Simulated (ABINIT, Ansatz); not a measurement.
TaN: 3 runs at one level of theory

```
Ta N
1.0
     2.73231    0.00000    0.00000
     0.00000    2.73231    0.00000
     0.00000    0.00000    2.73231
Ta N
1 1
Direct
  0.00000 0.00000 0.00000
  0.50000 0.50000 0.50000
```

The cell comes from a database or a generator and needn't be the stable form of this composition.

Alike in all runs: task single point; functional PBE; k mesh 10 × 10 × 10; occupations fermi-dirac, width 0.05 eV; no spin polarisation; no spin-orbit coupling. A missing gap at this level doesn't show that the real crystal is a metal. Pressure is positive in compression and, in plane waves, holds the error of the finite cutoff, which Ansatz's Pulay term estimates and takes out.

| program and potentials | plane-wave cutoff (eV) | notes | band gap (eV) | pressure (GPa) |
| --- | --- | --- | --- | --- |
| ABINIT, JTH PAW PBE v2.0 | 707 | - | no gap | 5.62 |
| Ansatz, all-electron LAPW, scalar-relativistic | - | - | no gap | 6.27 |
| Ansatz, Ansatz PAW (earlier soft set) | 420 | Pulay term of +0.26 GPa included | no gap | 5.86 |

None finds a gap. The pressure spans 5.62 (ABINIT, JTH PAW PBE v2.0) to 6.27 GPa (Ansatz, all-electron LAPW, scalar-relativistic), with all-electron results at 6.27.

The functional is the same throughout but for its coding, so the spread measures potentials, basis and numerics; runs on potential files found faulty are left out.
